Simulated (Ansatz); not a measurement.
The calculation used Ansatz 0.2.0, DFT PBE, scalar-relativistic, plane waves, PAW. Several structures of Ta₅Si were relaxed, and the powder pattern of one of them was computed from 10° to 70° in 2θ (λ = 1.5406 Å; lines under 1 % are left out).

Cu Kα1 powder pattern (kinematic, no thermal factors).
```
2θ (°)  relative intensity
 21.87                  12
 27.97                   2
 34.00                  12
 35.78                 100
 39.59                  20
 39.97                   7
 44.59                  23
 44.93                  29
 46.02                   2
 54.12                   1
 54.72                   3
 57.52                   2
 57.81                   1
 61.69                   4
 62.01                  21
 62.56                  16
 65.43                   4
 68.79                  10
```

Task: Which structure gives it?
A.

Space group P4/mmm (No. 123). a = 3.372 Å, b = 3.372 Å, c = 9.172 Å, α = 90.00°, β = 90.00°, γ = 90.00°
```
atom  site  symmetry       x       y       z
  Ta    2h       4mm  0.5000  0.5000  0.1509
  Ta    2g       4mm  0.0000  0.0000  0.3206
  Ta    1d     4/mmm  0.5000  0.5000  0.5000
  Si    1a     4/mmm  0.0000  0.0000  0.0000
```

B.

Space group P-3m1 (No. 164). a = 4.639 Å, b = 4.639 Å, c = 5.600 Å, α = 90.00°, β = 90.00°, γ = 120.00°
```tsv
atom	site	symmetry	x	y	z
Ta	1b	-3m.	0.0000	0.0000	0.5000
Ta	2d	3m.	0.6667	0.3333	0.6753
Ta	2d	3m.	0.6667	0.3333	0.1740
Si	1a	-3m.	0.0000	0.0000	0.0000
```

C.

Space group I422 (No. 97). a = 6.374 Å, b = 6.374 Å, c = 5.269 Å, α = 90.00°, β = 90.00°, γ = 90.00°
```csv
atom,site,symmetry,x,y,z
Ta,2b,422,0.0000,0.0000,0.5000
Ta,8j,..2,0.1607,0.6607,0.2500
Si,2a,422,0.0000,0.0000,0.0000
```

Result: C. Its strongest line, at 2θ = 35.78°, has d = λ/(2 sin θ) = 2.507 Å and is the (2 1 1) reflection of the conventional I422 cell with a = 6.374 Å, c = 5.269 Å. The others have their strongest lines at 39.8° (A); 38.8° (B).

The cells needn't be stable.
